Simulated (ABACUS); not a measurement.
TaN:

```
CELL_PARAMETERS angstrom
2.93800 0.00000 0.00000
-1.46900 2.54438 0.00000
0.00000 0.00000 2.88300
ATOMIC_POSITIONS crystal
Ta 0.00000 0.00000 0.50000
N 0.66667 0.33333 0.00000
```

```yaml
Program: ABACUS 3.10.1
Task: single point
Functional: PBE
Potentials_or_basis: PseudoDojo NC SR 0.4.1 PBE standard
Cutoff: 1361 eV
Density_cutoff: 5442 eV
Basis: DZP LCAO (the cutoffs set its grid)
k_mesh: 10 × 10 × 9
Occupations: fermi-dirac, width 0.05 eV
Spin: no spin polarisation
```

On this cell: pressure 5.4 GPa; largest force under 0.003 eV/Å; band gap on the k mesh none (metal or under the smearing width).

The same run follows on a disturbed copy (atoms moved at random, drawn with an rms of 0.05 Å):

```
CELL_PARAMETERS angstrom
2.93800 0.00000 0.00000
-1.46900 2.54438 0.00000
0.00000 0.00000 2.88300
ATOMIC_POSITIONS crystal
Ta 0.01144 0.00833 0.48326
N 0.65255 0.33881 0.00587
```

Q: What does the disturbed cell give?

A: The energy (extrapolated to zero smearing) moves by +33.1 meV/atom; pressure 7.0 GPa; largest force 1.385 eV/Å; band gap on the k mesh none (metal or under the smearing width).

Forces on the atoms (eV/Å):
```
Ta  -0.969 -0.138  0.980
N    0.969  0.138 -0.980
```

Stress tensor (GPa, compression positive):
```
 6.56  1.34 -1.74
 1.34  5.79 -0.31
-1.74 -0.31  8.60
```

Caveats: the atomic orbitals were generated for these runs and aren't a published set; the basis of atomic orbitals isn't converged, which shifts pressures, moduli and gaps.
